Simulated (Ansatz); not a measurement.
**How far is PAW off for SrO?**

```xyz
2
Lattice="0.0000 2.5698 2.5955 2.5698 0.0000 2.5955 2.5698 2.5698 0.0000" Properties=species:S:1:pos:R:3 pbc="T T T"
Sr    0.0000    0.0000    0.0000
O     2.5698    2.5698    2.5955
```

Atom numbers follow the list: Sr1, O2.

The conventional cell has a = 3.634 Å, b = 3.634 Å, c = 5.191 Å, α = 90.00°, β = 90.00°, γ = 90.00°. Sr (atom 1) has 6 O at 2.57 to 2.60 Å as nearest neighbours. Around O (atom 2) lie 6 Sr at 2.57 to 2.60 Å.

The cell is COD entry 1100027, as deposited and not checked against the literature; nothing was relaxed. It is an old determination, and later ones may differ. The listed cell was then made from it by scaling, straining or moving an atom.

Methods: DFT, PBEsol, PAW with Ansatz's default frozen-core files, scalar-relativistic (Ansatz 0.2.0); DFT, PBEsol, all-electron PAW with datasets made for the crystal, scalar-relativistic (Ansatz 0.2.0); DFT, PBEsol, all-electron LAPW, scalar-relativistic (Ansatz 0.2.0).

For PAW: a Γ-centred 8×8×8 k mesh, Fermi–Dirac smearing of 0.03 eV, cutoff 420 eV, no spin polarisation; the PAW files were made with PBE, and the program remakes their frozen cores for this functional. The crystal-made all-electron datasets (AE datasets) take a cutoff of 300 eV at this cell. LAPW targets a basis error of 0.5 meV/atom. The Ansatz runs share mesh, smearing and spin set-up. Plane-wave (PAW) pressures include the program's estimate of the Pulay term.

Stress and pressure are positive in compression.

No spin–orbit coupling: at heavy atoms the gradients can be off by tens of per cent for that reason.

| quantity | PAW | AE datasets | LAPW |
| --- | --- | --- | --- |
| pressure (GPa) | -1.77 | -1.77 | -1.77 |
| stress xx (GPa) | -1.38 | -1.38 | -1.38 |
| stress zz (GPa) | -2.56 | -2.55 | -2.55 |
| band gap (eV) | 3.186 | 3.185 | 3.184 |
| field gradient Vzz at Sr1 (10²¹ V/m²) | 1.00 | 0.99 | – |
| field gradient Vzz at O2 (10²¹ V/m²) | 0.32 | 0.32 | – |
